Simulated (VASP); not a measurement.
Calculation: HSEsol screened hybrid, VASP's PBE PAW potentials (set 64) (plane waves; VASP).

Input for VASP

POSCAR:
```
ZnTe
1
    0.0000000000     3.0606921157     3.0606921157
    3.0606921157     0.0000000000     3.0606921157
    3.0606921157     3.0606921157     0.0000000000
Zn Te
1 1
Direct
  0.0000000000   0.0000000000   0.0000000000
  0.2500000000   0.2500000000   0.2500000000
```

### KPOINTS
```
Automatic mesh
0
Gamma
6 6 6
0 0 0
```

INCAR:
```
LHFCALC = T
EDIFF = 1E-6
NELM = 60   ! most electronic steps
ENCUT = 520   ! plane-wave cut-off (eV)
PRECFOCK = Fast
SYSTEM = ZnTe
ISMEAR = 0   ! Gaussian
PREC = Accurate
HFSCREEN = 0.2   ! 1/Angstrom
ISYM = 3
ISIF = 2
LCHARG = F
AEXX = 0.25
ALGO = Normal   ! blocked Davidson
LWAVE = F
LASPH = T   ! aspherical one-centre terms
SIGMA = 0.05
LMAXMIX = 4
GGA = PS
LREAL = F   ! projection in real space or not
```

POTCAR, in this order: Zn Te (PBE.64 set). Program: vasp_std. Read from the step before: WAVECAR.

The run wrote:

OSZICAR:
```
       N       E                     dE             d eps       ncg     rms          rms(c)
DAV:   1    -0.694989768882E+01   -0.69499E+01   -0.13390E+00   624   0.218E+01    0.935E+00
DAV:   2    -0.694183545559E+01    0.80622E-02   -0.15648E-01   491   0.804E+00    0.599E+00
DAV:   3    -0.694248117918E+01   -0.64572E-03   -0.15348E-02   506   0.190E+00    0.368E+00
DAV:   4    -0.694222902330E+01    0.25216E-03   -0.91941E-04   466   0.447E-01    0.218E+00
DAV:   5    -0.694214906815E+01    0.79955E-04   -0.18761E-04   512   0.147E-01    0.130E+00
DAV:   6    -0.694213464969E+01    0.14418E-04   -0.40863E-05   471   0.634E-02    0.782E-01
DAV:   7    -0.694212932381E+01    0.53259E-05   -0.35072E-06   453   0.227E-02    0.468E-01
DAV:   8    -0.694212764642E+01    0.16774E-05   -0.94180E-07   273   0.896E-03    0.280E-01
DAV:   9    -0.694212721266E+01    0.43376E-06   -0.50675E-07   248   0.574E-03
   1 F= -.69421272E+01 E0= -.69421272E+01  d E =-.118014E-16
```

OUTCAR:
```
------------------------ aborting loop because EDIFF is reached ----------------------------------------
  FORCE on cell =-STRESS in cart. coord.  units (eV):
  Direction    XX          YY          ZZ          XY          YZ          ZX
  --------------------------------------------------------------------------------------
  Total       -0.5028174     -0.5028174     -0.5028174     -0.0000000     -0.0000000      0.0000000
  in kB      -14.0485650    -14.0485650    -14.0485650     -0.0000000     -0.0000000      0.0000000
  external PRESSURE =     -14.0485650 kB  Pullay stress =       0.0000000 kB
  volume of cell :       57.34
      direct lattice vectors                 reciprocal lattice vectors
     0.000000000  3.060692116  3.060692116    -0.163361743  0.163361743  0.163361743
     3.060692116  0.000000000  3.060692116     0.163361743 -0.163361743  0.163361743
     3.060692116  3.060692116  0.000000000     0.163361743  0.163361743 -0.163361743
 POSITION                                       TOTAL-FORCE (eV/Angst)
 -----------------------------------------------------------------------------------
      0.00000      0.00000      0.00000         0.000000      0.000000      0.000000
      1.53035      1.53035      1.53035        -0.000000     -0.000000     -0.000000
 -----------------------------------------------------------------------------------
    total drift:                                0.000082      0.000047      0.000041
  FREE ENERGIE OF THE ION-ELECTRON SYSTEM (eV)
  ---------------------------------------------------
  free  energy   TOTEN  =        -6.9421272127 eV

  energy  without entropy=       -6.9421272127  energy(sigma->0) =       -6.94212721

  exchange ACFDT corr.  =         0.00000000  see jH, gK, PRB 81, 115126
```
(Selected blocks of OUTCAR.)

The compound is ZnTe in the zinc blende structure. This cell is one point of a volume scan, at 0.97 of the reference volume. The cell's shape comes from a PBE relaxation.
